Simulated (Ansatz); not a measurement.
# Au: phonons with PBEsol

Au:

```
CELL_PARAMETERS angstrom
-1.65727 1.65727 1.65727
1.65727 -1.65727 1.65727
1.65727 1.65727 -1.65727
ATOMIC_POSITIONS crystal
Au 0.00000 0.00000 0.00000
```

This isn't the form of Au at room conditions, which is fcc.

```yaml
Program: Ansatz 0.2.0
Task: phonons
Functional: PBEsol
Potentials_or_basis: Ansatz PAW
Cutoff: "420 eV (not typed: the program's choice for these potentials)"
k_mesh: 10 × 10 × 10
Occupations: fermi-dirac, width 0.05 eV
Spin: no spin polarisation
q_mesh: 2 × 2 × 2
Path: "[[\"G\", \"H\", \"N\", \"G\", \"P\", \"H\"], [\"P\", \"N\"]]"
Points_for_each_segment_of_the_path: 8
```

| Item | Value |
| --- | --- |
| Band gap on the k mesh | none (metal or under the smearing width) |
| Highest phonon frequency | 125 cm⁻¹ |

Levels at points of the mesh, in eV from the Fermi level:
| k point | band 8 | band 9 | band 10 | band 11 | band 12 | band 13 |
| --- | --- | --- | --- | --- | --- | --- |
| (0.00, 0.00, 0.00) | -4.64 | -2.88 | -2.88 | 16.26 | 16.26 | 16.26 |
| (0.00, 0.00, -0.50) | -2.70 | -1.50 | -0.55 | 3.07 | 12.14 | 13.29 |
| (-0.50, -0.50, -0.50) | -1.85 | -1.85 | 6.06 | 6.06 | 6.06 | 8.82 |

Phonon frequencies in cm⁻¹ (negative: imaginary):
```csv
q point,frequencies
"(0.000, 0.000, 0.000)",0 0 0
"(0.000, 0.000, -0.500)",12 75 125
"(-0.500, -0.500, -0.500)",110 110 110
```

Run time: 8.7 s on 2 threads of Arm Neoverse V1 (shared host), peak memory 0.44 GiB.

Caveat: the q mesh is small, so phonon branches between its points and thermal values are rough. The run has no spin-orbit coupling, so splittings on Au are missing.
